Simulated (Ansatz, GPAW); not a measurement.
BaF$_{2}$: PBE in single-zeta orbitals, run from Python

These are simulated results from GPAW 26.7.0, not measurements. The cell was built from a prototype and was relaxed with r2SCAN in plane waves (Ansatz 0.2.0). Not every such cell is a known phase. All runs are without spin polarisation.

Space group Fm-3m (No. 225), cubic; a = 6.194 Å in the conventional setting, 19.81 Å³ an atom. Ba has 8 F at 2.68 Å; F has 4 Ba at 2.68 Å.

The basis is minimal: single zeta, one radial function for each shell that the log's basis lists. It describes the filled bands fairly and the empty ones poorly.

The script, run.py:

```python
import json
from ase import Atoms
from gpaw import GPAW, PW, FermiDirac

atoms = Atoms(['Ba', 'F', 'F'],
              cell=[[-0.0, 3.097164, 3.097164], [3.097164, -0.0, 3.097164], [3.097164, 3.097164, 0.0]],
              scaled_positions=[[0.0, 0.0, -0.0], [0.25, 0.25, 0.25], [0.75, 0.75, 0.75]],
              pbc=True)
calc = GPAW(mode='lcao', basis='sz(dzp)', h=0.2, xc='PBE', kpts={'size': (6, 6, 6), 'gamma': True},
            occupations=FermiDirac(0.02), maxiter=100, legacy_gpaw=True, txt='gpaw.txt')
atoms.calc = calc
res = {'energy': atoms.get_potential_energy(force_consistent=True)}
res['electrons'] = calc.get_number_of_electrons()
res['k'] = calc.get_ibz_k_points().tolist()
res['levels'] = [calc.get_eigenvalues(kpt=i).tolist() for i in range(len(res['k']))]
points = [[0.0, 0.0, 0.0], [0.5, 0.0, 0.5], [0.625, 0.25, 0.625], [0.375, 0.375, 0.75], [0.5, 0.5, 0.5], [0.5, 0.25, 0.75], [0.0, 0.229167, -0.229167]]
bands = calc.fixed_density(kpts=points, symmetry='off', txt='bands.txt')
res['points'] = [bands.get_eigenvalues(kpt=i).tolist() for i in range(len(points))]
json.dump(res, open('results.json', 'w'))
print('free energy (eV):', round(res['energy'], 5))
```

Command: `python run.py`. It took 18 s on 1 thread of AMD EPYC 9R45 96-Core Processor (Zen 5), on a shared host, peak memory 0.15 GiB.

The log gpaw.txt, trimmed of paths, versions and times, then the last line on the terminal. An iter line gives the energy in eV and the logarithms of the changes of orbitals (plane waves alone) and density (c: converged):

```
___ ___ ___ _ _ _
 |   |   |_  | | | |

 | | | | | . | | | |

 |__ |  _|___|_____|  26.7.0
 |___|_|

Input parameters:
  basis: sz(dzp)
  h: 0.2
  kpts: {gamma: True,
         size: (6, 6, 6)}
  maxiter: 100
  mode: lcao
  occupations: {fixmagmom: False,
                name: fermi-dirac,
                width: 0.02}
  xc: PBE

System changes: positions, numbers, cell, pbc, initial_charges, initial_magmoms

Initialize ...

species:
  Ba:
    name:    Barium
    Z:       56.0
    valence: 10
    core:    46
    charge:  0.0  # [|e|]
    compensation charges:
      type: gauss
      rc: 0.37  # [Å]
      lmax: 2
    cutoffs:
      filter: 2.06  # [Å]
      core: 2.33  # [Å]
    projectors
    | kind |    occ | energy [eV] | rcut [Å] |

    |------|--------|-------------|----------|

    |   5s |  2.000 |     -33.644 |    1.164 |

    |   6s |  2.000 |      -3.229 |    1.164 |

    |   5p |  6.000 |     -18.744 |    1.164 |

    |    p |        |       0.000 |    1.164 |

    |    d |        |       0.000 |    1.164 |

    |    d |        |      27.211 |    1.164 |

    LCAO basis set for Ba:
      Name: sz(dzp)
      Number of radial functions: 5
      Number of spherical harmonics: 13
        l=0, rc=4.8906 Bohr: 5s-sz confined orbital
        l=0, rc=12.3125 Bohr: 6s-sz confined orbital
        l=1, rc=5.8125 Bohr: 5p-sz confined orbital
        l=1, rc=15.7188 Bohr: 6p-sz confined orbital
        l=2, rc=10.7812 Bohr: 5d-sz confined orbital
      Number of RI-basis functions 0

  F:
    name:    Fluorine
    Z:       9.0
    valence: 7
    core:    2
    charge:  0.0  # [|e|]
    compensation charges:
      type: gauss
      rc: 0.20  # [Å]
      lmax: 2
    cutoffs:
      filter: 1.14  # [Å]
      core: 0.74  # [Å]
    projectors
    | kind |    occ | energy [eV] | rcut [Å] |

    |------|--------|-------------|----------|

    |   2s |  2.000 |     -29.898 |    0.635 |

    |   2p |  5.000 |     -11.110 |    0.635 |

    |    s |        |      -2.687 |    0.635 |

    |    p |        |      16.102 |    0.635 |

    |    d |        |       0.000 |    0.635 |

    LCAO basis set for F:
      Name: sz(dzp)
      Number of radial functions: 2
      Number of spherical harmonics: 4
        l=0, rc=3.8594 Bohr: 2s-sz confined orbital
        l=1, rc=4.8750 Bohr: 2p-sz confined orbital
      Number of RI-basis functions 0

Reference energy: -226706.004082  # eV

Spin-paired calculation

Convergence criteria:
 Maximum [total energy] change in last 3 cyles: 0.0005 eV / valence electron
 Maximum integral of absolute [dens]ity change: 0.0001 electrons / valence electron
 Maximum integral of absolute [eigenst]ate change: 4e-08 eV^2 / valence electron
 Maximum number of scf [iter]ations: 100
 (Square brackets indicate name in SCF output, whereas a 'c' in
 the SCF output indicates the quantity has converged.)

Symmetries present (total): 48

  ( 1  0  0)  ( 1  0  0)  ( 1  0  0)  ( 1  0  0)  ( 1  0 -1)  ( 1  0 -1)
  ( 1  0 -1)  ( 1 -1  0)  ( 0  1  0)  ( 0  0  1)  ( 1  0  0)  ( 1 -1  0)
  ( 1 -1  0)  ( 1  0 -1)  ( 0  0  1)  ( 0  1  0)  ( 1 -1  0)  ( 1  0  0)

  ( 1  0 -1)  ( 1  0 -1)  ( 1 -1  0)  ( 1 -1  0)  ( 1 -1  0)  ( 1 -1  0)
  ( 0  1 -1)  ( 0  0 -1)  ( 1  0  0)  ( 1  0 -1)  ( 0 -1  1)  ( 0 -1  0)
  ( 0  0 -1)  ( 0  1 -1)  ( 1  0 -1)  ( 1  0  0)  ( 0 -1  0)  ( 0 -1  1)

  ( 0  1  0)  ( 0  1  0)  ( 0  1  0)  ( 0  1  0)  ( 0  1 -1)  ( 0  1 -1)
  ( 1  0  0)  ( 0  1 -1)  ( 0  0  1)  (-1  1  0)  ( 1  0 -1)  ( 0  1  0)
  ( 0  0  1)  (-1  1  0)  ( 1  0  0)  ( 0  1 -1)  ( 0  0 -1)  (-1  1  0)

  ( 0  1 -1)  ( 0  1 -1)  ( 0  0  1)  ( 0  0  1)  ( 0  0  1)  ( 0  0  1)
  ( 0  0 -1)  (-1  1  0)  ( 1  0  0)  ( 0  1  0)  ( 0 -1  1)  (-1  0  1)
  ( 1  0 -1)  ( 0  1  0)  ( 0  1  0)  ( 1  0  0)  (-1  0  1)  ( 0 -1  1)

  ( 0  0 -1)  ( 0  0 -1)  ( 0  0 -1)  ( 0  0 -1)  ( 0 -1  1)  ( 0 -1  1)
  ( 1  0 -1)  ( 0  1 -1)  ( 0 -1  0)  (-1  0  0)  ( 1 -1  0)  ( 0  0  1)
  ( 0  1 -1)  ( 1  0 -1)  (-1  0  0)  ( 0 -1  0)  ( 0 -1  0)  (-1  0  1)

  ( 0 -1  1)  ( 0 -1  1)  ( 0 -1  0)  ( 0 -1  0)  ( 0 -1  0)  ( 0 -1  0)
  ( 0 -1  0)  (-1  0  1)  ( 1 -1  0)  ( 0  0 -1)  ( 0 -1  1)  (-1  0  0)
  ( 1 -1  0)  ( 0  0  1)  ( 0 -1  1)  (-1  0  0)  ( 1 -1  0)  ( 0  0 -1)

  (-1  1  0)  (-1  1  0)  (-1  1  0)  (-1  1  0)  (-1  0  1)  (-1  0  1)
  ( 0  1  0)  ( 0  1 -1)  (-1  0  1)  (-1  0  0)  ( 0  0  1)  ( 0 -1  1)
  ( 0  1 -1)  ( 0  1  0)  (-1  0  0)  (-1  0  1)  ( 0 -1  1)  ( 0  0  1)

  (-1  0  1)  (-1  0  1)  (-1  0  0)  (-1  0  0)  (-1  0  0)  (-1  0  0)
  (-1  1  0)  (-1  0  0)  ( 0  0 -1)  ( 0 -1  0)  (-1  1  0)  (-1  0  1)
  (-1  0  0)  (-1  1  0)  ( 0 -1  0)  ( 0  0 -1)  (-1  0  1)  (-1  1  0)

216 k-points: 6 x 6 x 6 Monkhorst-Pack grid + [1/12,1/12,1/12]
16 k-points in the irreducible part of the Brillouin zone
       k-points in crystal coordinates                weights
   0:     0.00000000    0.00000000    0.00000000          1/216
   1:     0.16666667    0.16666667    0.00000000          6/216
   2:     0.16666667    0.16666667    0.16666667          8/216
   3:     0.33333333    0.16666667    0.16666667         12/216
   4:     0.33333333    0.33333333   -0.33333333         12/216
   5:     0.33333333    0.33333333    0.00000000          6/216
   6:     0.33333333    0.33333333    0.16666667         24/216
   7:     0.33333333    0.33333333    0.33333333          8/216
   8:     0.50000000    0.33333333   -0.33333333         24/216
   9:     0.50000000    0.33333333   -0.16666667         12/216
          ...
  15:     0.50000000    0.50000000    0.50000000          4/216

Wave functions: LCAO
  Diagonalizer: Serial LAPACK
  Atomic Correction: dense with blas
  Data-type: complex

Occupation numbers: Fermi-Dirac:
  width: 0.0200  # eV

Eigensolver
   LCAO using direct dense diagonalizer

Densities:
  Coarse grid: 16*16*16 grid
  Fine grid: 32*32*32 grid
  Total Charge: 0.000000

Density mixing:
  Method: separate
  Backend: msr1
  Linear mixing parameter: 0.05
  old densities: 10
  Width of damping distribution: 1.1
  Damping of long wavelength oscillations: 20

Hamiltonian:
  XC and Coulomb potentials evaluated on a 32*32*32 grid
  Using the PBE Exchange-Correlation functional
  Interpolation: tri-quintic (5. degree polynomial)
  Poisson solver: FastPoissonSolver using
    Stencil: 12*3+1=37 point O(h^6) finite-difference Laplacian
    FFT axes: [np.int64(0), np.int64(1), np.int64(2)]
    FST axes: []

XC parameters: PBE with 2 nearest neighbor stencil

Memory estimate:
  Process memory now: 113.96 MiB
  Calculator: 12.11 MiB
    Density: 4.12 MiB
      Arrays: 0.81 MiB
      Localized functions: 2.68 MiB
      Mixer: 0.62 MiB
    Hamiltonian: 0.74 MiB
      Arrays: 0.53 MiB
      XC: 0.00 MiB
      Poisson: 0.00 MiB
      vbar: 0.21 MiB
    Wavefunctions: 7.25 MiB
      C [qnM]: 0.07 MiB
      S, T [2 x qmm]: 0.22 MiB
      P [aqMi]: 0.01 MiB
      BasisFunctions: 6.95 MiB
      Eigensolver: 0.00 MiB

Total number of cores used: 1

Number of atoms: 3
Number of atomic orbitals: 21
Number of bands in calculation: 13
Number of valence electrons: 24
Bands to converge: occupied
Positions:
   0 Ba     0.000000    0.000000    0.000000    ( 0.0000,  0.0000,  0.0000)
   1 F      1.548582    1.548582    1.548582    ( 0.0000,  0.0000,  0.0000)
   2 F      4.645746    4.645746    4.645746    ( 0.0000,  0.0000,  0.0000)

Unit cell:
           periodic     x           y           z      points  spacing
  1. axis:    yes   -0.000000    3.097164    3.097164    16     0.2235
  2. axis:    yes    3.097164   -0.000000    3.097164    16     0.2235
  3. axis:    yes    3.097164    3.097164    0.000000    16     0.2235

  Lengths:   4.380051   4.380051   4.380051
  Angles:   60.000000  60.000000  60.000000

Effective grid spacing dv^(1/3) = 0.2439

iter:   1   -14.814359        c
iter:   2   -14.487878        c -1.13
iter:   3   -13.404525        c -1.18
iter:   4   -13.388505        c -1.72
iter:   5   -13.399921        c -1.95
iter:   6   -13.399539c       c -2.90
iter:   7   -13.399527c       c -3.67
iter:   8   -13.399524c       c -3.96
iter:   9   -13.399524c       c -4.85c

Converged after 9 iterations.

Energy contributions relative to reference atoms: (reference = -226706.004082)

Kinetic:        +42.789912
Potential:      -38.031941
External:        +0.000000
XC:             -20.757129
Entropy (-ST):   -0.000000
Local:           +2.599633
SIC:             +0.000000
--------------------------
Free energy:    -13.399524
Extrapolated:   -13.399524

Showing only first 2 kpts
 Kpt  Band  Eigenvalues  Occupancy
  0    10      2.64219    2.00000
  0    11      2.64554    2.00000
  0    12      8.94841    0.00000

  1    10      2.65268    2.00000
  1    11      2.65498    2.00000
  1    12      9.75183    0.00000

Fermi level: 4.05909

Gap: 6.293 eV
Transition (v -> c):
  (s=0, k=3, n=11, [0.33, 0.17, 0.17]) -> (s=0, k=0, n=12, [0.00, 0.00, 0.00])
Direct/indirect transitions are different
Direct gap: 6.303 eV
Transition at: (s=0, k=0, n=11, [0.00, 0.00, 0.00])

free energy (eV): -13.39952
```

The gap in the log is over the mesh alone; results.json adds the listed points. PBE in single-zeta orbitals gives a gap of 6.29 eV. On the same cell, plane-wave PBE (Ansatz, 8×8×8 k points and the special points) gives a gap of 6.84 eV and r2SCAN a gap of 7.41 eV; on shared hosts these took about 0.77 and 1.8 core-seconds on the 3-atom cell, against 18 for the script. Spin-orbit coupling, left out in all these runs, can cut or reorder the gap by tenths of an eV, up to about 1 eV with Pb or Bi.

The runs are scalar-relativistic, without spin-orbit coupling.
